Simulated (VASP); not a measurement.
Input of a VASP 6.6.1 run:

File POSCAR:

```
Al
1.0
    0.0000000000      2.0248050000      2.0248050000
    2.0248050000      0.0000000000      2.0248050000
    2.0248050000      2.0248050000      0.0000000000
Al
1
Direct
    0.0000000000      0.0000000000      0.0000000000
```

INCAR.step1

```
SYSTEM = Al
ALGO = Normal
EDIFF = 1E-6
ENCUT = 600
GGA = PE
ISIF = 2
ISMEAR = -1
LASPH = .TRUE.
LCHARG = .TRUE.
LREAL = .FALSE.
LWAVE = .FALSE.
NELM = 100
PREC = Accurate
SIGMA = 0.05
```

The input KPOINTS.step1:

```
k-points
0
G
  11 11 11
  0 0 0
```

Contents of INCAR.step2:

```
SYSTEM = Al
ALGO = Normal
EDIFF = 1E-6
ENCUT = 600
GGA = PE
ICHARG = 11
ISIF = 2
ISMEAR = 0
LASPH = .TRUE.
LCHARG = .FALSE.
LREAL = .FALSE.
LWAVE = .FALSE.
NELM = 100
PREC = Accurate
SIGMA = 0.05
```

KPOINTS.step2

```
path GXWKGLUWLK,UX
20
line-mode
reciprocal
 0.0000000000  0.0000000000  0.0000000000  G
 0.5000000000  0.0000000000  0.5000000000  X

 0.5000000000  0.0000000000  0.5000000000  X
 0.5000000000  0.2500000000  0.7500000000  W

 0.5000000000  0.2500000000  0.7500000000  W
 0.3750000000  0.3750000000  0.7500000000  K

 0.3750000000  0.3750000000  0.7500000000  K
 0.0000000000  0.0000000000  0.0000000000  G

 0.0000000000  0.0000000000  0.0000000000  G
 0.5000000000  0.5000000000  0.5000000000  L

 0.5000000000  0.5000000000  0.5000000000  L
 0.6250000000  0.2500000000  0.6250000000  U

 0.6250000000  0.2500000000  0.6250000000  U
 0.5000000000  0.2500000000  0.7500000000  W

 0.5000000000  0.2500000000  0.7500000000  W
 0.5000000000  0.5000000000  0.5000000000  L

 0.5000000000  0.5000000000  0.5000000000  L
 0.3750000000  0.3750000000  0.7500000000  K

 0.6250000000  0.2500000000  0.6250000000  U
 0.5000000000  0.0000000000  0.5000000000  X
```

Potentials or basis: VASP PAW PBE potentials, release 64 (Al_GW).

The run is started by

```sh
$ cat potpaw_PBE.64/Al_GW/POTCAR > POTCAR
$ cp INCAR.step1 INCAR
$ cp KPOINTS.step1 KPOINTS
$ mpirun -np 1 vasp_std > vasp.out
$ cp INCAR.step2 INCAR
$ cp KPOINTS.step2 KPOINTS
$ mpirun -np 1 vasp_std > vasp.out
```

Q: Estimate the band gap along the path.

A: None (metal or under the smearing width).

Levels at the corners of the path, in eV from the Fermi level:
```csv
point,band 1,band 2,band 3,band 4,band 5
Γ,-11.11,12.56,12.56,12.56,13.99
X,-2.92,-1.61,5.24,5.55,5.55
X,-2.92,-1.61,5.24,5.55,5.55
W,-0.85,-0.85,0.17,1.06,15.74
W,-0.85,-0.85,0.17,1.06,15.74
K,-1.89,-1.36,-0.42,6.52,8.16
K,-1.89,-1.36,-0.42,6.52,8.16
Γ,-11.11,12.56,12.56,12.56,13.99
Γ,-11.11,12.56,12.56,12.56,13.99
L,-4.58,-4.38,11.31,11.32,11.41
L,-4.58,-4.38,11.31,11.31,11.41
U,-1.89,-1.36,-0.42,6.52,8.16
U,-1.89,-1.36,-0.42,6.52,8.16
W,-0.85,-0.85,0.17,1.06,15.74
W,-0.85,-0.85,0.17,1.06,15.78
L,-4.58,-4.38,11.31,11.31,11.41
L,-4.58,-4.38,11.31,11.31,11.41
K,-1.89,-1.36,-0.42,6.52,8.16
U,-1.89,-1.36,-0.42,6.52,8.16
X,-2.92,-1.61,5.24,5.55,5.55
```

Caveat: the log is that of the step along the path at fixed density, whose energy, stress, charges and moments have no meaning.
